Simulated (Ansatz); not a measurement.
# Ru(0001) with 2 layers of random Ru-Nb, 2x2: scattering by chemical disorder, part 2 of 2

Wanted: resistance against the alloy's length, first Ru(0001) with 2 layers of random Ru-Nb, 2x2.

Ansatz 0.2.0; Ansatz plane-wave DFT, PBE, PAW files; ballistic transport by layer matching (Landauer), zero bias; PAW set soft_1.

So far. Step 3 (With 6 alloy layers): Over the solved energies the transmission per spin lies between 3.08 and 3.25, out of 5.46 channels of the lead on average (up to 5.94).

## (4) With 10 alloy layers

In 10 layers a share of 0.125 of the sites is given to Nb at random. A fresh draw is used; the growth of the resistance with length is what counts.

System of this step: Ru(0001) with 10 layers of random Ru-Nb, 2x2. The cell holds 80 atoms: 75 Ru and 5 Nb. Cell: a = 5.412 Å, b = 5.412 Å, c = 42.819 Å, α = 90.0°, β = 90.0°, γ = 120.0°. It derives from Ru. Regions: lead, 40 atoms (40 Ru); scattering region, 40 atoms (35 Ru and 5 Nb). The structure is stacked along c, and the current runs across the ab planes.

input.yaml reads:

```yaml
crystal:
  lattice:
    - [5.4116, 0.0, 0.0]
    - [-2.7058, 4.6865830751, 0.0]
    - [0.0, 0.0, 42.819]
  atoms:
    - { symbol: Ru, position: [0.1666666667, 0.3333333333, 0.025] }
    - { symbol: Ru, position: [0.1666666667, 0.8333333333, 0.025] }
    - { symbol: Ru, position: [0.6666666667, 0.3333333333, 0.025] }
    - { symbol: Ru, position: [0.6666666667, 0.8333333333, 0.025] }
    - { symbol: Ru, position: [0.3333333333, 0.1666666667, 0.075] }
    - { symbol: Ru, position: [0.3333333333, 0.6666666667, 0.075] }
    - { symbol: Ru, position: [0.8333333333, 0.1666666667, 0.075] }
    - { symbol: Ru, position: [0.8333333333, 0.6666666667, 0.075] }
    - { symbol: Ru, position: [0.1666666667, 0.3333333333, 0.125] }
    - { symbol: Ru, position: [0.1666666667, 0.8333333333, 0.125] }
    - { symbol: Ru, position: [0.6666666667, 0.3333333333, 0.125] }
    - { symbol: Ru, position: [0.6666666667, 0.8333333333, 0.125] }
    - { symbol: Ru, position: [0.3333333333, 0.1666666667, 0.175] }
    - { symbol: Ru, position: [0.3333333333, 0.6666666667, 0.175] }
    - { symbol: Ru, position: [0.8333333333, 0.1666666667, 0.175] }
    - { symbol: Ru, position: [0.8333333333, 0.6666666667, 0.175] }
    - { symbol: Ru, position: [0.1666666667, 0.3333333333, 0.225] }
    - { symbol: Ru, position: [0.1666666667, 0.8333333333, 0.225] }
    - { symbol: Ru, position: [0.6666666667, 0.3333333333, 0.225] }
    - { symbol: Ru, position: [0.6666666667, 0.8333333333, 0.225] }
    - { symbol: Ru, position: [0.3333333333, 0.1666666667, 0.275] }
    - { symbol: Ru, position: [0.3333333333, 0.6666666667, 0.275] }
    - { symbol: Ru, position: [0.8333333333, 0.1666666667, 0.275] }
    - { symbol: Ru, position: [0.8333333333, 0.6666666667, 0.275] }
    - { symbol: Ru, position: [0.1666666667, 0.3333333333, 0.325] }
    - { symbol: Ru, position: [0.1666666667, 0.8333333333, 0.325] }
    - { symbol: Ru, position: [0.6666666667, 0.3333333333, 0.325] }
    - { symbol: Ru, position: [0.6666666667, 0.8333333333, 0.325] }
    - { symbol: Ru, position: [0.3333333333, 0.1666666667, 0.375] }
    - { symbol: Ru, position: [0.3333333333, 0.6666666667, 0.375] }
    - { symbol: Ru, position: [0.8333333333, 0.1666666667, 0.375] }
    - { symbol: Ru, position: [0.8333333333, 0.6666666667, 0.375] }
    - { symbol: Ru, position: [0.1666666667, 0.3333333333, 0.425] }
    - { symbol: Ru, position: [0.1666666667, 0.8333333333, 0.425] }
    - { symbol: Ru, position: [0.6666666667, 0.3333333333, 0.425] }
    - { symbol: Ru, position: [0.6666666667, 0.8333333333, 0.425] }
    - { symbol: Ru, position: [0.3333333333, 0.1666666667, 0.475] }
    - { symbol: Ru, position: [0.3333333333, 0.6666666667, 0.475] }
    - { symbol: Ru, position: [0.8333333333, 0.1666666667, 0.475] }
    - { symbol: Nb, position: [0.8333333333, 0.6666666667, 0.475] }
    - { symbol: Ru, position: [0.1666666667, 0.3333333333, 0.525] }
    - { symbol: Ru, position: [0.1666666667, 0.8333333333, 0.525] }
    - { symbol: Ru, position: [0.6666666667, 0.3333333333, 0.525] }
    - { symbol: Ru, position: [0.6666666667, 0.8333333333, 0.525] }
    - { symbol: Ru, position: [0.3333333333, 0.1666666667, 0.575] }
    - { symbol: Nb, position: [0.3333333333, 0.6666666667, 0.575] }
    - { symbol: Ru, position: [0.8333333333, 0.1666666667, 0.575] }
    - { symbol: Ru, position: [0.8333333333, 0.6666666667, 0.575] }
    - { symbol: Ru, position: [0.1666666667, 0.3333333333, 0.625] }
    - { symbol: Ru, position: [0.1666666667, 0.8333333333, 0.625] }
    - { symbol: Nb, position: [0.6666666667, 0.3333333333, 0.625] }
    - { symbol: Nb, position: [0.6666666667, 0.8333333333, 0.625] }
    - { symbol: Nb, position: [0.3333333333, 0.1666666667, 0.675] }
    - { symbol: Ru, position: [0.3333333333, 0.6666666667, 0.675] }
    - { symbol: Ru, position: [0.8333333333, 0.1666666667, 0.675] }
    - { symbol: Ru, position: [0.8333333333, 0.6666666667, 0.675] }
    - { symbol: Ru, position: [0.1666666667, 0.3333333333, 0.725] }
    - { symbol: Ru, position: [0.1666666667, 0.8333333333, 0.725] }
    - { symbol: Ru, position: [0.6666666667, 0.3333333333, 0.725] }
    - { symbol: Ru, position: [0.6666666667, 0.8333333333, 0.725] }
    - { symbol: Ru, position: [0.3333333333, 0.1666666667, 0.775] }
    - { symbol: Ru, position: [0.3333333333, 0.6666666667, 0.775] }
    - { symbol: Ru, position: [0.8333333333, 0.1666666667, 0.775] }
    - { symbol: Ru, position: [0.8333333333, 0.6666666667, 0.775] }
    - { symbol: Ru, position: [0.1666666667, 0.3333333333, 0.825] }
    - { symbol: Ru, position: [0.1666666667, 0.8333333333, 0.825] }
    - { symbol: Ru, position: [0.6666666667, 0.3333333333, 0.825] }
    - { symbol: Ru, position: [0.6666666667, 0.8333333333, 0.825] }
    - { symbol: Ru, position: [0.3333333333, 0.1666666667, 0.875] }
    - { symbol: Ru, position: [0.3333333333, 0.6666666667, 0.875] }
    - { symbol: Ru, position: [0.8333333333, 0.1666666667, 0.875] }
    - { symbol: Ru, position: [0.8333333333, 0.6666666667, 0.875] }
    - { symbol: Ru, position: [0.1666666667, 0.3333333333, 0.925] }
    - { symbol: Ru, position: [0.1666666667, 0.8333333333, 0.925] }
    - { symbol: Ru, position: [0.6666666667, 0.3333333333, 0.925] }
    - { symbol: Ru, position: [0.6666666667, 0.8333333333, 0.925] }
    - { symbol: Ru, position: [0.3333333333, 0.1666666667, 0.975] }
    - { symbol: Ru, position: [0.3333333333, 0.6666666667, 0.975] }
    - { symbol: Ru, position: [0.8333333333, 0.1666666667, 0.975] }
    - { symbol: Ru, position: [0.8333333333, 0.6666666667, 0.975] }
kpoints:
  mp_grid: { grid: [5, 5, 1] }
hamiltonian:
  xc: pbe
  pseudopotentials: { kind: paw, azcp: { folder: soft_1 } }
scf:
  occupations: { method: fermi_dirac, width: 0.1 }
output:
  transmission:
    leads: [[0, 8]]
    kmesh: [10, 10]
    e_range: [-0.05, 0.05]
    de: 0.05
  write_potential: true
  write_density: true
  volumetric_format: npy
```

Launch:

```sh
> ansatz run input.yaml --threads 4 --pin off --max-ram 15360MiB --backend cpu --events-out ev --progress --plain --runs-dir out
```

Numbers of over 12 decimals in the logs are rounded to 6 here.

The program printed:

```text
[...]
Crystal: 80 atoms, lattice volume = 1085.972 Å³
Basis set: ecut = 420 eV, 21185 PW (Γ)
Bands: 759, of which v1, the nominal top of the filled ones, is band 633 counted from 1 (632 counted from 0)
Symmetry: 1 space group operations
[...]
k-points: 13 of 25 (time reversal used)
[...]
SCF iter   1: F=—  HF=-463748.653681 eV  |F-HF|=—  |Δ(HF+E_count)|=         —  Δρ=1.52e-1  dr2=2.94e3  ethr=3.10e-3  ⟨swp⟩=5.1  Hψ=31881  notcnv=0
[...]
SCF iter  11: F=-463667.338481 eV  HF=-463667.338481 eV  |F-HF|=1.32e-8  |Δ(HF+E_count)|=   3.20e-9  Δρ=3.29e-7  dr2=1.35e-8  ethr=7.91e-12  ⟨swp⟩=2.0  Hψ=17174  notcnv=0
SCF 1 converged in 11 iterations: F = -463667.338481 eV  dr2 = 1.35e-8
[...]
transmission: 417 of 4160 steps passed
transmission: 832 of 4160 steps passed
[...]
transmission: 4160 of 4160 steps passed
SCF converged after 11 iterations
Free energy (F): -463667.338481 eV
[...]
Internal energy: -463664.853689 eV  (E = F + TS)
E sigma→0 (E₀):  -463666.096085 eV
Entropy (-TS):   -2.484792 eV (-31.060 meV/atom)
Fermi energy:    23.417936 eV
[...]
--- Band table (eV; the first three rows and the last of 13) ---
  k-point 0: bands = [... 629 lower, 24.1709, 24.2544, 24.2699, 24.3793, 24.4023, 24.4207, 24.4328, 24.4469, ... 122 higher]
  k-point 1: bands = [... 629 lower, 23.7269, 23.7777, 23.8063, 23.8204, 23.8626, 23.9035, 23.9280, 23.9737, ... 122 higher]
  k-point 2: bands = [... 629 lower, 23.1463, 23.1634, 23.1768, 23.2126, 23.2461, 23.3010, 23.3243, 23.3820, ... 122 higher]
  k-point 12: bands = [... 629 lower, 23.2905, 23.3177, 23.3414, 23.3583, 23.3834, 23.4041, 23.4156, 23.4457, ... 122 higher]
--- Transmission ---
  basis      : 223 plane waves across, 80 finite elements along
  points     : 52, standing for a mesh of 10 x 10
[...]
channels       : 5.280000e0 a spin
[...]
junction   : crystal 0 to crystal 0, 3.58 to 42.12 Å
    transmission   : 2.419590e0 a spin
[...]
```

Wall time 25 min (4 threads of Arm Neoverse V2, shared host); peak memory 8.4 GiB.

This step gave:

```
free energy                                   : -463667.3385 eV
energy at zero smearing                       : -463666.0961 eV
Fermi energy                                  : 23.42 eV
transmission per spin nearest the Fermi level : 2.420
step of the lead's potential                  : 2.9 meV
```

Per spin. The transmission, zone mean by energy, zero at the Fermi level:

```
energy (eV)  transmission, zone mean
    -0.0500                     2.43
     0.0000                     2.42
     0.0500                     2.49
```

Over the solved energies the transmission per spin lies between 2.42 and 2.49, out of 5.45 channels of the lead on average (up to 5.92).

## (5) Resistance against length

This step: Ansatz plane-wave DFT, PBE, PAW files; ballistic transport by layer matching (Landauer), zero bias; residual resistivity from the slope of the area resistance, atoms on the host's lattice; PAW set soft_1 (Ansatz 0.2.0).

Numbers from this step:

| Quantity | Value |
| --- | --- |
| resistivity | 34.86 µΩ cm |
| intercept | -0.009833 fΩ m² |
| scatter about the fit | 0.002443 fΩ m² |

Resistance, by row:

```csv
run,length (Å),T,channels N,RA (fΩ m²)
n2,4.282,4.354,5.36,0.1411
n6,12.85,3.166,5.46,0.4345
n10,21.41,2.446,5.453,0.7382
```

Area resistance against length of the alloy:

```
length of the alloy (Å)  area resistance (fΩ m²)
                   4.28                    0.141
                  12.85                    0.434
                  21.41                    0.738
```

The area resistance goes from 0.14 to 0.74 fΩ m² between 4.3 and 21.4 Å, a slope of 35 µΩ cm.

By hand from the end points: (0.7382 − 0.1411) fΩ m² / (21.41 − 4.28) Å = 35 µΩ cm, since 1 fΩ m² per Å is 1000 µΩ cm.

## (6) Outcome

```
resistivity from the slope  : 34.9 µΩ cm
area resistance over 4.28 Å : 0.141 fΩ m²
area resistance over 12.8 Å : 0.434 fΩ m²
area resistance over 21.4 Å : 0.738 fΩ m²
```

What this shows: The slope gives 35 µΩ cm. The points scatter by 0.0024 fΩ m² about the line, with one random draw a length in a 2x2 cell, so the slope is a rough value. The lead's own channel count moves between the runs (5.36, 5.46 and 5.45), which shifts RA and the slope too. Read with a model of isotropic scattering on a spherical Fermi surface and the lead's 1.6×10¹⁵ S/m², this slope means a mean free path near 13 Å; over these lengths the model's slope is within 3 % of its bulk resistivity. The draw over the shortest length came out nearly ordered, with 12 symmetry operations, so that point is a poor sample of a random alloy. The atoms sit on the host's lattice, so scattering by size misfit is left out.

[Logs are printed without paths, hosts, clocks, repeated set-up lines and the standing remarks that a program may print on its own settings, such as how far it seeks lower states.]

[Hosts, paths, dates, database ids (printed as entryN), source tags and the programs' standing remarks are cut or masked in the printed files.]
